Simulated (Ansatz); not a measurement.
# MoS2 (R-3m) in Ansatz: notebook

Runs on MoS2. Level: PBEsol. Tasks: density of states, phonons, elastic constants.

Program: Ansatz 0.2.0. These are calculated values, not measurements. Logs are shortened: lines on timing, memory, paths and dates and some standing lists are left out, and cuts for length are marked.

## 1. Starting point

The structure is trigonal, space group R-3m (No. 166). Conventional cell: a = 3.171 Å, b = 3.171 Å, c = 18.345 Å, α = 90.00°, β = 90.00°, γ = 120.00°. Mo (site symmetry -3m) has 6 S at 2.39 Å as nearest neighbours. S (site symmetry 3m) has 3 Mo at 2.39 Å as nearest neighbours.

Measurements of this composition are mostly on another form, of space group No. 194.

## 2. Density of states, PBEsol

Input file input.yaml:

```yaml
crystal:
  lattice:
    - [1.5855, 0.9153888518, 6.1149966667]
    - [-1.5855, 0.9153888518, 6.1149966667]
    - [0.0, -1.8307777036, 6.1149966667]
  atoms:
    - { symbol: Mo, position: [0.0, 0.0, 0.0] }
    - { symbol: S, position: [0.25, 0.25, 0.25] }
    - { symbol: S, position: [0.75, 0.75, 0.75] }
kpoints:
  mp_grid: { grid: [10, 10, 10] }
scf:
  occupations: { method: fermi_dirac, width: 0.05 }
hamiltonian:
  xc: pbesol
  pseudopotentials: { kind: all_electron, datasets: crystal }
output:
  forces: true
  stress: true
  eigenvalues: true
  dos: { projected: false, de: 0.2, e_range: [-20, 6] }
```

Potentials or basis: all-electron PAW datasets made for the crystal.

The run is started by

```console
$ ansatz run input.yaml --threads 2 --pin off --max-ram 8192MiB --backend cpu --events-out ev --progress --plain --runs-dir out
```

Standard output:

```text
Warning: RAYON_NUM_THREADS=2 ignored (pool sized by the plan → 2); use --threads N
basis.fft_grid_basis auto: the FFT boxes are laid along the combinations [[1, 0, -1], [0, 1, -1], [0, 0, 1]] of the cell's own vectors, 3.171, 3.171 and 6.383 Å long. The dense box has 18×18×40 points. Along the cell's own vectors, as sized, it would have 40×40×40, 4.94 times as many. Of the 12 symmetry operations that the crystal satisfies within crystal.symmetry.tolerance (time reversal apart; of a slab, those that keep its plane) the dense box along the cell's own vectors carries 12, and the one as laid loses 8 of those. basis.fft_grid_basis: typed keeps the cell's own vectors: state it where this run's energies or levels are differenced outside the engine with another run's, or held beside a run that keeps those vectors.
hamiltonian.pseudopotentials.datasets: crystal makes datasets for this crystal and solves the spheres of its atoms anew in each pass: cutoff 300.0 eV, the density's 1200.0 eV; for an error of 0.50 meV an atom under PBE, 1.5 meV for the cell; an energy difference from a run of another recipe may be off by several times the error for the cell, under r2SCAN by more, where some 0.1 meV an atom stays at smaller errors; S in spheres of 1.074 Å, 6 of its electrons in bands; Mo in spheres of 1.302 Å, 14 of its electrons in bands
band count auto-derived: 19 (N_el = 26.0; filled up to band 13; 17 by the electrons, moments and atoms)
Engine: ansatz 0.2.0, aarch64-unknown-linux-gnu
Pseudopotentials: kind: all_electron
Pseudopotential: Mo, paw, valence charge 14, recommended cutoff 300 eV (normal), crystal/all_electron/pbesol/scalar/gaussian/Mo, Koelling and Harmon's equation, gaussian nucleus
Pseudopotential: S, paw, valence charge 6, recommended cutoff 300 eV (normal), crystal/all_electron/pbesol/scalar/gaussian/S, Koelling and Harmon's equation, gaussian nucleus
Functional definition: PBEsol
  exchange = pbesol_x
  correlation = pbesol_c
Crystal: 3 atoms, lattice volume = 53.250 Å³
Basis set: ecut = 300 eV, 623 PW (Γ), FFT grids on a1−a3, a2−a3, a3, exchange–correlation on 36×36×80 points (8 copies of the dense FFT grid, shifted against one another)
Bands: 19, of which v1, the nominal top of the filled ones, is band 13 counted from 1 (12 counted from 0)
Symmetry: 12 space group operations
Space group: R-3m (ITA 166), of the structure as read, at distance tolerance 3.8e-5 Å
k-points: 116 of 1000
Non-local potential: Mo, projectors of the file, l = 0: 2, l = 1: 2, l = 2: 2
Non-local potential: S, projectors of the file, l = 0: 1, l = 1: 1, l = 2: 2
PAW form: soft (Blöchl's): semilocal exchange-correlation on the pseudo side does not see the compensation charge
PAW one-centre angular grid: Mo, 590 points (default); XC on its mesh's 1865 points in the sphere
PAW one-centre angular grid: S, 110 points (default); XC on its mesh's 1907 points in the sphere
Initial density: superposition of atomic densities (neutral atoms: chi_scale 0, normalization atom)
Initial wavefunctions: pseudopotential atomic-orbital guess
Functional: x = pbesol(κ = 0.804, μ = 0.12345679012345678), c = pbesol(β = 0.046)
iter 1 solved again at ethr=2.92e-2 eV; its pass at ethr=1.00e-1 eV (dr2=7.58e0 eV) is discarded
SCF iter   1: F=—  HF=-131813.949518 eV  |F-HF|=—  |Δ(HF+E_count)|=         —  Δρ=9.58e-2  dr2=7.69e0  ethr=2.92e-2  ⟨swp⟩=2.0  Hψ=11725  notcnv=0
preconditioner: auto → Kerker (q_TF=auto, 2.421 Å⁻¹)  [metal: Δε(μ)=0.088 eV  Ē_g=10.366 eV  σ=0.050 eV  W_gap=0.39  n_scr=16 (ndim 8)  ℏωp=21.6 eV  f_vac=0.003  D(μ)=0.77/eV (n_scr^D=2)]
iter 2 solved again at ethr=1.99e-3 eV; its pass at ethr=2.92e-2 eV (dr2=5.17e-1 eV) is discarded
SCF iter   2: F=—  HF=-131812.543859 eV  |F-HF|=—  |Δ(HF+E_count)|=    1.41e0  Δρ=2.99e-2  dr2=4.97e-1  ethr=1.99e-3  ⟨swp⟩=3.5  Hψ=9444  notcnv=0  defer=9
SCF iter   3: F=—  HF=-131812.424778 eV  |F-HF|=—  |Δ(HF+E_count)|=   1.19e-1  Δρ=1.42e-2  dr2=2.12e-1  ethr=1.91e-3  ⟨swp⟩=3.1  Hψ=5154  notcnv=0
SCF iter   4: F=—  HF=-131812.425484 eV  |F-HF|=—  |Δ(HF+E_count)|=   7.06e-4  Δρ=5.88e-3  dr2=5.13e-2  ethr=8.14e-4  ⟨swp⟩=2.6  Hψ=5308  notcnv=0  defer=12
SCF iter   5: F=—  HF=-131812.419517 eV  |F-HF|=—  |Δ(HF+E_count)|=   5.97e-3  Δρ=1.97e-3  dr2=5.13e-3  ethr=1.97e-4  ⟨swp⟩=3.2  Hψ=4548  notcnv=0  defer=8
SCF iter   6: F=—  HF=-131812.419836 eV  |F-HF|=—  |Δ(HF+E_count)|=   3.19e-4  Δρ=1.24e-3  dr2=2.46e-3  ethr=1.97e-5  ⟨swp⟩=3.0  Hψ=5754  notcnv=0  defer=2
SCF iter   7: F=—  HF=-131812.419648 eV  |F-HF|=—  |Δ(HF+E_count)|=   1.89e-4  Δρ=2.18e-4  dr2=9.46e-5  ethr=9.48e-6  ⟨swp⟩=2.0  Hψ=3829  notcnv=0  defer=1
SCF iter   8: F=—  HF=-131812.419675 eV  |F-HF|=—  |Δ(HF+E_count)|=   2.78e-5  Δρ=1.21e-4  dr2=1.37e-5  ethr=3.64e-7  ⟨swp⟩=3.0  Hψ=4469  notcnv=0
SCF iter   9: F=—  HF=-131812.419677 eV  |F-HF|=—  |Δ(HF+E_count)|=   1.95e-6  Δρ=2.56e-5  dr2=3.76e-7  ethr=5.25e-8  ⟨swp⟩=3.0  Hψ=4028  notcnv=0
SCF iter  10: F=-131812.419678 eV  HF=-131812.419678 eV  |F-HF|=7.86e-9  |Δ(HF+E_count)|=   3.07e-7  Δρ=5.66e-6  dr2=3.13e-8  ethr=1.44e-9  ⟨swp⟩=3.0  Hψ=4713  notcnv=0
SCF 1 converged in 10 iterations: F = -131812.419676 eV  dr2 = 3.13e-8
  Residual-converged pass: ⟨swp⟩=3.3  Hψ=5090  notcnv=0  max |occ|·‖R‖ = 6.5e-6 eV (tolerance 6.5e-6 eV)  dr2=3.23e-8  dr2_onsite=6.70e-9  max |Δocc| = 1.5e-9
SCF converged after 10 iterations
Free energy (F): -131812.419676 eV
Harris-Foulkes:  -131812.419676 eV  (|F-HF|=7.86e-9)
Internal energy: -131812.413752 eV  (E = F + TS)
E sigma→0 (E₀):  -131812.416714 eV
Entropy (-TS):   -0.005924 eV (-1.975 meV/atom)
Past the cutoff: the bands carry plane waves up to 1.75 times it, of which those up to 1.5 times it add -0.000163 eV an atom, each by itself; the spheres take 0.000102 eV an atom off the energy for waves past 1.75 times it
By the cutoff:   a pressure is off by up to 0.005 GPa (1.2 times the spheres' own share and the shells' term, over an atom's volume, and 0.004 GPa: a bound that held against runs at twice the plane waves)
Past the cutoffs: a stress includes 0.0007 GPa for waves and charges beyond them, in addition to the slope of what the spheres take
In the spheres:  the bands' charges fall short by 3.4e-7 e at most (sound up to 1e-3)
Fermi energy:    12.469449 eV
--- Per-component energies (eV) ---
  E_band       = -122.255315
  E_kinetic    = 471.870360
  E_local      = -1678.047993  (includes V_loc(G=0)·N_el)
  E_nonlocal   = 89.103922
  E_hartree    = 798.491361
  E_xc         = -239.186066
  E_vxc        = -310.888516  (∫ρ·V_xc dr)
  E_paw        = -132455.435714  (= ΣΔE_a)
  E_vpaw       = -3115.013398  (= ΣTr[D̂ρ^β])
  E_ewald      = -1622.940449
  E_smearing   = -0.005924  (= −TS)
  E_closure    = 2823.730829  (closes the sum)
  Σ components = -131812.419676   (vs F -131812.419676, Δ=0.00e0)
  The terms above E_closure are by the made datasets' own strengths, without shells solved beside the bands.
--- Forces (eV/Å), atoms counted from 1 ---
  atom   1  Mo     0.00000000     0.00000000     0.00000000
  atom   2  S      0.00000000    -0.00000000    -0.75828070
  atom   3  S     -0.00000000     0.00000000     0.75828070
  max |Σ_I F_I| component: 3.33e-16 eV/Å
--- Stress (GPa, compression-positive) ---
        1.149466       0.000000       0.000000
        0.000000       1.149466      -0.000000
        0.000000      -0.000000       6.312567
  P = ⅓ Tr σ = 2.8705 GPa (28.705 kbar)
--- Band table (eV; the first three rows and the last of 116) ---
  k-point 0: bands = ["-49.2460", "-23.3570", "-23.2565", "-23.2565", "-2.7455", "-1.0879", "5.3283", "8.2194", "8.2194", "10.6815", "11.1777", "11.3877", "11.3877", "12.2115", "12.2115", "15.8375", "15.8375"]
  k-point 1: bands = ["-49.2421", "-23.3492", "-23.2958", "-23.2654", "-2.5797", "-1.0614", "5.5398", "7.8527", "8.3089", "10.4699", "10.8326", "10.8810", "11.2948", "12.4274", "12.7213", "15.3671", "15.7263"]
  k-point 2: bands = ["-49.2319", "-23.3977", "-23.3284", "-23.2886", "-2.1212", "-0.9801", "6.0662", "7.3264", "8.4483", "8.8853", "10.4022", "10.7341", "11.0981", "12.7771", "13.2208", "15.1693", "15.6158"]
  k-point 115: bands = ["-49.2460", "-23.3571", "-23.2565", "-23.2565", "-2.4884", "-1.5085", "6.3298", "8.2362", "8.2362", "8.5188", "11.3982", "11.3982", "12.1091", "12.1091", "12.3957", "15.9539", "15.9539"]
```

Wall time 9.6 s (2 threads of Arm Neoverse V2, shared host); peak memory 0.7 GiB.

Results:

* Free energy: -131812.4197 eV
* Pressure: 2.9 GPa
* Largest force: 0.758 eV/Å
* Band gap on the k mesh: none (metal or under the smearing width)

Forces on the atoms (eV/Å):
```
Mo   0.000  0.000  0.000
S    0.000  0.000 -0.758
S    0.000  0.000  0.758
```

Stress tensor (GPa, compression positive):
```
1.15 0.00 0.00
0.00 1.15 0.00
0.00 0.00 6.31
```

Levels at points of the mesh, in eV from the Fermi level:
| k point | band 11 | band 12 | band 13 | band 14 | band 15 | band 16 |
| --- | --- | --- | --- | --- | --- | --- |
| (0.00, 0.00, 0.00) | -1.29 | -1.08 | -1.08 | -0.26 | -0.26 | 3.37 |
| (0.00, 0.00, -0.50) | -2.88 | -1.98 | -1.63 | 1.02 | 1.93 | 3.38 |
| (0.00, -0.50, -0.50) | -2.90 | -2.29 | -1.84 | 1.02 | 1.71 | 3.84 |
| (-0.50, -0.50, -0.50) | -1.07 | -1.07 | -0.36 | -0.36 | -0.07 | 3.48 |

States per cell in windows of 1 eV (zero at the Fermi level; states under -8 eV left out):
| from (eV) | total |
| --- | --- |
| -8.0 | 0.12 |
| -7.0 | 1.58 |
| -6.0 | 2.39 |
| -5.0 | 3.29 |
| -4.0 | 2.00 |
| -3.0 | 2.16 |
| -2.0 | 1.35 |
| -1.0 | 1.11 |
| 0.0 | 2.34 |
| 1.0 | 1.68 |
| 2.0 | 1.47 |
| 3.0 | 1.66 |
| 4.0 | 0.85 |
| 5.0 | 0.39 |

Caveat: the program warned that the printed levels may be off, so bands, gaps and densities of states are rough; the cell's inner coordinates are idealised or old, which leaves forces on the atoms.

## 3. Phonons, PBEsol

Changes to input.yaml since step 2:

```diff
@@ -15,7 +15,6 @@
   xc: pbesol
-  pseudopotentials: { kind: all_electron, datasets: crystal }
-output:
-  forces: true
-  stress: true
-  eigenvalues: true
-  dos: { projected: false, de: 0.2, e_range: [-20, 6] }
+  pseudopotentials: { kind: all_electron, lapw: { basis_error: 0.002 } }
+output: {}
+phonons:
+  method: fd
+  supercell: [1, 1, 1]
```

Potentials or basis: all-electron LAPW, scalar-relativistic.

The run is started by

```console
$ ansatz run input.yaml --threads 2 --pin off --max-ram 8192MiB --backend cpu --events-out ev --progress --plain --runs-dir out
```

Standard output:

```text
Warning: RAYON_NUM_THREADS=2 ignored (pool sized by the plan → 2); use --threads N
LAPW: plane waves up to 8.310 Å⁻¹, error target 2.0e-3 eV per atom; small_component_spin mean_spin; S in spheres of 1.025 Å, 14 of its electrons in bands, Dirac shells []; Mo in spheres of 1.288 Å, 30 of its electrons in bands, Dirac shells [] (how accurate: hamiltonian.pseudopotentials.lapw.basis_error, Limitations)
[... 2 set-up lines as earlier in the session ...]
Pseudopotential: Mo, LAPW, valence charge 30, lapw/all_electron/scalar/gaussian/Mo, Koelling and Harmon's equation, gaussian nucleus
Pseudopotential: S, LAPW, valence charge 14, lapw/all_electron/scalar/gaussian/S, Koelling and Harmon's equation, gaussian nucleus
[... 3 set-up lines as earlier in the session ...]
[... 79 lines left out ...]
  max |Σ_I F_I| component: 2.60e-18 eV/Å
--- Band table (eV; the first three rows and the last of 116) ---
  k-point 0: bands = ["-363.8268", "-363.8268", "-363.7994", "-205.9985", "-205.9985", "-205.9722", "-205.9722", "-205.9672", "-193.2837", "-193.2837", "-138.3566", "-138.3566", "-138.3566", "-138.3566", "-138.3093", "-138.3093", "-49.2462", "-23.3570", "-23.2567", "-23.2567", "-2.7455", "-1.0879", "5.3283", "8.2193", "8.2193", "10.6815", "11.1778", "11.3877", "11.3877", "12.2115", "12.2115", "15.8376", "15.8376", "18.4203", "19.0600"]
  k-point 1: bands = ["-363.8268", "-363.8268", "-363.7994", "-205.9985", "-205.9985", "-205.9722", "-205.9722", "-205.9672", "-193.2837", "-193.2837", "-138.3566", "-138.3566", "-138.3566", "-138.3566", "-138.3093", "-138.3093", "-49.2423", "-23.3492", "-23.2960", "-23.2656", "-2.5798", "-1.0614", "5.5399", "7.8526", "8.3089", "10.4700", "10.8326", "10.8811", "11.2949", "12.4275", "12.7214", "15.3672", "15.7263", "19.1629", "19.6178"]
  k-point 2: bands = ["-363.8268", "-363.8268", "-363.7994", "-205.9985", "-205.9985", "-205.9722", "-205.9722", "-205.9672", "-193.2837", "-193.2837", "-138.3567", "-138.3566", "-138.3566", "-138.3566", "-138.3093", "-138.3093", "-49.2321", "-23.3980", "-23.3284", "-23.2889", "-2.1212", "-0.9801", "6.0663", "7.3263", "8.4483", "8.8853", "10.4022", "10.7342", "11.0982", "12.7772", "13.2208", "15.1693", "15.6159", "19.7277", "20.3422"]
  k-point 115: bands = ["-363.8268", "-363.8268", "-363.7994", "-205.9985", "-205.9985", "-205.9722", "-205.9722", "-205.9672", "-193.2837", "-193.2837", "-138.3566", "-138.3566", "-138.3566", "-138.3566", "-138.3092", "-138.3092", "-49.2462", "-23.3571", "-23.2567", "-23.2567", "-2.4885", "-1.5085", "6.3298", "8.2361", "8.2361", "8.5188", "11.3983", "11.3983", "12.1091", "12.1091", "12.3959", "15.9540", "15.9540", "18.3351", "20.4039"]
--- Phonons: 3 displaced members + reference (amplitude 0.01 Å, Σ member SCF iterations 18) ---
  symmetry images taken by strict's conditions (phonons.symmetry_images: auto; settled by no image being taken that strict refuses)
  ASR residual: 5.411e-3 → 0.000e0 eV/Å²; symmetrization residual: 2.582e-3 eV/Å²
  largest component of a force at the reference: 7.6e-1 eV/Å
  ASR residual per site (eV/Å²): 5.41e-3 1.99e-3 1.99e-3
  Γ frequencies (cm⁻¹): 0.00 0.00 0.00 235.07 235.07 283.23 283.23 384.09 422.69
  density of states and harmonic sums: on the 23×23×23 q-mesh, interpolated from the force constants of a 1×1×1 supercell (no non-analytic term)
  largest difference from the sums on the solved wave vectors: F 4.48e-1 eV, S 7.06e-4 and C_V 2.58e-4 eV/K
  zero-point energy: 0.134742 eV/cell   skipped modes (ω ≤ 0): 3   left out of the sums: 2.74e-5 of the cell's modes: C_V's classical limit lies that fraction below 3 k_B per atom; for a crystal, a wire or a layer, F and S can be off by more, and a phonons.interpolated_qmesh denser along its periods is the remedy for the sampling
```

phdos.tsv:

```text
# omega_inv_cm	omega_thz	g_bin_mean(omega)[modes/inv_cm]
# format = ansatz-phdos/2
# interpolated_qmesh = 23 23 23
# force_constants_supercell = 1 1 1
# lo_to_splitting: not included (the non-analytic LO-TO correction is not applied to the interpolated dynamical matrix; polar crystals: no LO-TO splitting at GAMMA, and LO and other optical branches, acoustic branches and sound speeds, and with them the density of states and the thermodynamics, can be off between the wave vectors that the force constants were sampled on, most near GAMMA; a larger extent of the force constants narrows that region and is not shown to mend the acoustic slopes)
# g_bin_mean(omega): the modes in a bin one row spacing wide, centred on omega, divided by that spacing. A flat band (one whose frequency is the same at every q-point) is counted whole in the row whose bin holds it (on the edge of two bins, in the lower row). The modes of the run's own cell are the sum of g_bin_mean times the row spacing in inv_cm (a plain sum, not the trapezoid rule); for a one-atom cell on a GAMMA-only q-mesh every row is zero, so that sum is 0, not 3
0.000000	0.000000	1.621147e-8
0.874708	0.026223	4.214983e-7
1.749417	0.052446	1.588724e-6
2.624125	0.078669	3.534101e-6
3.498834	0.104892	6.257629e-6
4.373542	0.131115	9.759307e-6
[... 493 lines left out ...]
436.479485	13.085326	1.464605e-3
437.354193	13.111549	1.610163e-4
```

It took 3.5 min on 2 threads of Arm Neoverse V2, shared host; peak memory 0.96 GiB.

Results:

```yaml
Free_energy: -131812.4174 eV
Largest_force: 0.758 eV/Å
Band_gap_on_the_k_mesh: none (metal or under the smearing width)
Highest_phonon_frequency_at_Γ: 423 cm⁻¹
```

Forces on the atoms (eV/Å):
```
Mo   0.000  0.000  0.000
S    0.000  0.000 -0.758
S    0.000  0.000  0.758
```

Phonon frequencies in cm⁻¹ (negative: imaginary):
```csv
q point,frequencies
"(0.000, 0.000, 0.000)",0 0 0 235 235 283 283 384 423
```

Caveat: a metal's response needs a denser mesh; the cell's inner coordinates are idealised or old, which leaves forces on the atoms.

## 4. Elastic constants, PBEsol

Changes to input.yaml since step 3:

```diff
@@ -10,3 +10,3 @@
 kpoints:
-  mp_grid: { grid: [10, 10, 10] }
+  mp_grid: { grid: [8, 8, 8] }
 scf:
@@ -16,5 +16,7 @@
   pseudopotentials: { kind: all_electron, lapw: { basis_error: 0.002 } }
-output: {}
-phonons:
-  method: fd
-  supercell: [1, 1, 1]
+output:
+  forces: true
+  stress: true
+elastic:
+  mode: relaxed_ion
+  stencil: two_point
```

The run is started by

```console
$ ansatz run input.yaml --threads 2 --pin off --max-ram 8192MiB --backend cpu --events-out ev --progress --plain --runs-dir out
```

It took 6.2 min on 2 threads of Arm Neoverse V2, shared host; peak memory 0.75 GiB.

Results (log left out):

| Property | Result |
| --- | --- |
| Free energy | -131812.4282 eV |
| Pressure | -1.7 GPa |
| Band gap on the k mesh | none (metal or under the smearing width) |
| Voigt bulk modulus | 40 GPa |

Stress tensor (GPa, compression positive):
```
-2.32  0.00  0.00
 0.00 -2.32  0.00
 0.00  0.00 -0.60
```

Levels at points of the mesh, in eV from the Fermi level:
```tsv
k point	band 27	band 28	band 29	band 30	band 31	band 32
(0.00, 0.00, 0.00)	-1.37	-0.90	-0.90	-0.08	-0.08	3.24
(0.00, 0.00, -0.50)	-2.76	-1.95	-1.42	1.18	2.01	3.23
(0.00, -0.50, -0.50)	-2.81	-2.30	-1.69	1.18	1.75	3.74
(-0.50, -0.50, -0.50)	-0.88	-0.88	-0.21	-0.21	-0.12	3.38
```

Elastic tensor in Voigt notation (GPa, in the Cartesian axes of the cell as first typed):
```
166  -7   3   1   0   0
 -7 166   3  -1   0   0
  5   5  30   0   0   0
  1  -1   0  13   0   0
  0   0   0   0  13   1
  0   0   0   0   1  86
```

Caveat: the k mesh is thin for a metal, which can move the energy by tens of meV per atom; a metal's response needs a denser mesh; elastic constants of metals need much finer meshes, so these are rough; the cell's inner coordinates are idealised or old, which leaves forces on the atoms.

## 5. Overview

| task | potentials or basis | k mesh | cutoff (eV) | basis error allowed | gap on the mesh (eV) | pressure (GPa) | largest force (eV/Å) |
| --- | --- | --- | --- | --- | --- | --- | --- |
| density of states | all-electron PAW datasets made for the crystal | 10 × 10 × 10 | 300 | - | none | 2.9 | 0.76 |
| phonons | all-electron LAPW, scalar-relativistic | 10 × 10 × 10 | 263 | 0.002 eV/atom | none | - | 0.76 |
| elastic constants | all-electron LAPW, scalar-relativistic | 8 × 8 × 8 | 263 | 0.002 eV/atom | none | -1.7 | - |

Alike in all rows: level PBEsol; no spin polarisation; cell as given; smearing fermi-dirac 0.05 eV.

Caveats: the cell's inner coordinates are idealised or old, which leaves forces on the atoms; a metal's response needs a denser mesh (some runs); the program warned that the printed levels may be off, so bands, gaps and densities of states are rough (some runs); the k mesh is thin for a metal, which can move the energy by tens of meV per atom (some runs); elastic constants of metals need much finer meshes, so these are rough (some runs).

Compare energies only between runs with the same functional and basis.
